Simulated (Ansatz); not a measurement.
## Straining Rb

Method: DFT PBE, scalar-relativistic, plane waves, PAW (Ansatz 0.2.0). (420 eV cutoff, 8×6×6 k-mesh, Gaussian smearing of 0.10 eV, no spin polarisation)

Starting point, cell and atoms relaxed:

```yaml
crystal:
  lattice:
    - [5.02699, 0.00000, 0.00000]
    - [0.00000, 8.80564, 0.00000]
    - [0.00000, 0.00000, 8.20951]
  atoms:
    - { symbol: Rb, position: [0.00000, 0.16334, 0.25000] }
    - { symbol: Rb, position: [0.50000, 0.33666, 0.75000] }
    - { symbol: Rb, position: [0.50000, 0.66334, 0.25000] }
    - { symbol: Rb, position: [0.00000, 0.83666, 0.75000] }
```

Deformation: biaxial strain in the a-b plane, with the length and tilt of c and the atoms relaxed, all within the symmetry that the strain leaves. Energies are extrapolated to zero smearing.

```csv
strain (%),ΔE (meV/atom),a (Å),b (Å),c (Å)
-6.0,16.0,4.725,8.277,8.534
-4.0,7.4,4.826,8.453,8.407
-2.0,2.2,4.926,8.630,8.308
+0.0,0.0,5.027,8.806,8.210
+2.0,0.5,5.128,8.982,8.111
+4.0,3.2,5.228,9.158,8.012
```

What stiffness (1/V) d²E/dε² at zero strain does a cubic fit over all points give?

A cubic fit gives (1/V) d²E/dε² = 12 GPa at zero strain (twice the biaxial modulus).

How does the free axis c answer a small strain?

Between the innermost points its strain is -0.60 times the applied one.

This form isn't the element's structure at ambient conditions.